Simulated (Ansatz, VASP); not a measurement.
## One calculation of Ga, two programs

```
Ga
1.0
     4.17072    0.00000    0.00000
    -2.08536    3.61195    0.00000
     0.00000    0.00000    3.97112
Ga
3
Direct
  0.33333 0.00000 0.33333
  0.00000 0.33333 0.66667
  0.66667 0.66667 0.00000
```

Alike in both runs: functional PBE; k mesh 6 × 6 × 4; occupations gaussian, width 0.1 eV; no spin polarisation.

Ansatz relaxed the structure, and its values are those at the end. VASP's run is a single point on that final structure, the one shown.

```csv
,VASP,Ansatz
version,VASP 6.6.1,Ansatz 0.2.0
potentials or method,"VASP PAW PBE potentials, release 64 (Ga_d)","scalar-relativistic, plane waves, PAW"
plane-wave cutoff (eV),520,420
valence electrons in the cell,39,39
```

VASP gave:

- gap on the k mesh at the Fermi level (eV): none
- pressure (GPa): 0.1

What did Ansatz give for the same quantities?

gap on the k mesh at the Fermi level (eV): none; pressure (GPa): 0.0.

A gap of «none» marks a metal or a gap that the smearing closes. The functional is the same, so the differences come from potentials, cutoffs and numerics.

Caveats: the k mesh is coarse (spacing up to 0.40 Å⁻¹), so the values aren't converged.
